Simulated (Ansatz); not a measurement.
# CdIn2O4: the band gap up the ladder of functionals

An exercise on one series of results from a longer session: the logs are not shown, and one member is left open.

Program: Ansatz 0.2.0. PAW datasets, plane waves. (Simulation; spin polarisation is off.)

### The structure to begin with

The cell was relaxed beforehand with r2SCAN.

Space group Fd-3m (No. 227), cubic; a = 9.201 Å in the conventional setting, 13.91 Å³ an atom. Cd has 4 O at 2.20 Å; In has 6 O at 2.19 Å; O has 3 In at 2.19 Å and 1 Cd at 2.20 Å.

The structure in full:

```xyz
14
Lattice="0.0000 4.6004 4.6004 4.6004 0.0000 4.6004 4.6004 4.6004 0.0000" Properties=species:S:1:pos:R:3 pbc="T T T"
Cd    0.0000    0.0000    0.0000
Cd    2.3002    2.3002    2.3002
In    5.7505    5.7505    5.7505
In    5.7505    3.4503    3.4503
In    3.4503    3.4503    5.7505
In    3.4503    5.7505    3.4503
O     7.9299    7.9299    7.9299
O     3.5710    5.6297    5.6297
O     5.8712    5.8712    7.9299
O     5.6297    3.5710    5.6297
O     7.9299    5.8712    5.8712
O     3.5710    3.5710    3.5710
O     5.8712    7.9299    5.8712
O     5.6297    5.6297    3.5710
```

The first run:

Input file input.yaml:

```yaml
crystal:
  lattice:
    - [0.0, 4.6003631796, 4.6003631796]
    - [4.6003631796, 0.0, 4.6003631796]
    - [4.6003631796, 4.6003631796, 0.0]
  atoms:
    - { symbol: Cd, position: [0.0, 0.0, 0.0] }
    - { symbol: Cd, position: [0.25, 0.25, 0.25] }
    - { symbol: In, position: [0.625, 0.625, 0.625] }
    - { symbol: In, position: [0.125, 0.625, 0.625] }
    - { symbol: In, position: [0.625, 0.625, 0.125] }
    - { symbol: In, position: [0.625, 0.125, 0.625] }
    - { symbol: O, position: [0.8618762811, 0.8618762811, 0.8618762811] }
    - { symbol: O, position: [0.8356288432, 0.3881237189, 0.3881237189] }
    - { symbol: O, position: [0.8618762811, 0.8618762811, 0.4143711568] }
    - { symbol: O, position: [0.3881237189, 0.8356288432, 0.3881237189] }
    - { symbol: O, position: [0.4143711568, 0.8618762811, 0.8618762811] }
    - { symbol: O, position: [0.3881237189, 0.3881237189, 0.3881237189] }
    - { symbol: O, position: [0.8618762811, 0.4143711568, 0.8618762811] }
    - { symbol: O, position: [0.3881237189, 0.3881237189, 0.8356288432] }
kpoints:
  mp_grid: { grid: [6, 6, 6] }
  band_path:
    path:
      - [[0.0, 0.0, 0.0], [0.5, -1.578333027934e-34, 0.5], [0.625, 0.25, 0.625]]
      - [[0.375, 0.375, 0.75], [0.0, 0.0, 0.0], [0.5, 0.5, 0.5], [0.5, 0.25, 0.75], [0.5, -1.578333027934e-34, 0.5]]
    npoints: 10
hamiltonian:
  xc: pbe
scf:
  occupations: { method: fermi_dirac, width: 0.02 }
  n_extra_bands: 7
output:
  forces: true
  stress: true
  eigenvalues: true
```

Command:

```sh
> ansatz run input.yaml --threads 8 --pin off --max-ram 20275MiB --backend cpu --events-out ev --progress --plain --runs-dir out
```

Among the steps run: PBE band path; r2SCAN; HSE06; PBE+SOC; PBE0 at the same geometry; LDA; DDH-PBE0 at the same geometry; Single point with r2SCANh.

One of the session's tables, all rows but one given; the rest of the session is left out.

| level | gap (eV) |
| --- | --- |
| PBE | 1.07 |
| r2SCAN | 1.57 |
| HSE06 | 2.53 |
| PBE+SOC | 1.06 |
| PBE0 | ? |
| LDA | 0.93 |
| DDH-PBE0 | 2.79 |
| r2SCANh | 2.35 |

Estimate the missing values for PBE0.

As computed: gap (eV): 3.21. In the column «gap (eV)» it is the highest.

Meshes: PBE 6×6×6, r2SCAN 6×6×6, HSE06 4×4×4, PBE+SOC 6×6×6, PBE0 4×4×4, LDA 6×6×6, DDH-PBE0 4×4×4, r2SCANh 4×4×4

LDA gives the least gap, 0.93 eV, and PBE0 the largest, 3.21 eV. Against HSE06, PBE is short by 1.46 eV, at 42 % of it, and r2SCAN 62 %. PBE0 lies 0.69 eV above HSE06, which differs from it by screening the long-range exchange.

To keep in mind: Warnings in the runs' records: stress exchange threshold loose, stress scf threshold loose.
